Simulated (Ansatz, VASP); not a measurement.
**One calculation of C, two programs**

The input INCAR:

```
SYSTEM = C
ALGO = Normal ; EDIFF = 1E-6
ENCUT = 520 ; ISIF = 2
ISMEAR = 0 ; LASPH = .True.
LCHARG = .False. ; LREAL = .False.
LWAVE = .False. ; NBANDS = 11
NELM = 100 ; PREC = Accurate
SIGMA = 0.05
```

File KPOINTS:

```
k-points
0
Gamma
  12 12 12
  0 0 0
```

Contents of POSCAR:

```
C
1.0
    0.0000000000      1.7057615711      1.6651644457
    1.7057615711      0.0000000000      1.6651644457
    1.7057615711      1.7057615711      0.0000000000
C
2
Direct
    0.5000000000      0.5000000000      0.5000000000
    0.7500000000      0.7500000000      0.7500000000
```

Input for Ansatz:

```yaml
crystal:
  lattice:
    - [0.0, 1.7057615711, 1.6651644457]
    - [1.7057615711, 0.0, 1.6651644457]
    - [1.7057615711, 1.7057615711, 0.0]
  atoms:
    - { symbol: C, position: [0.5, 0.5, 0.5] }
    - { symbol: C, position: [0.75, 0.75, 0.75] }
basis:
  ecutwfc: 520.0
kpoints:
  mp_grid: { grid: [12, 12, 12] }
hamiltonian:
  xc: lda
  pseudopotentials: { kind: paw, azcp: { folder: soft_1 } }
scf:
  occupations: { method: gaussian, width: 0.05 }
output:
  forces: true
  stress: true
  eigenvalues: true
```

Alike in both runs: task single point; functional LDA; k mesh 12 × 12 × 12; occupations gaussian, width 0.05 eV; no spin polarisation.

|  | VASP | Ansatz |
| --- | --- | --- |
| version | VASP 6.6.1 | Ansatz 0.2.0 |
| potentials or method | VASP PAW LDA potentials, release 64 (C) | scalar-relativistic, plane waves, PAW |
| plane-wave cutoff (eV) | 520 | 520 |
| valence electrons in the cell | 8 | 8 |

```csv
,VASP,Ansatz,Ansatz less VASP
gap on the k mesh at the Fermi level (eV),3.86,3.87,+0.011
least direct gap on the mesh (eV),5.52,5.52,-0.004
```

Ansatz warned: «pseudo_functional_mismatch».
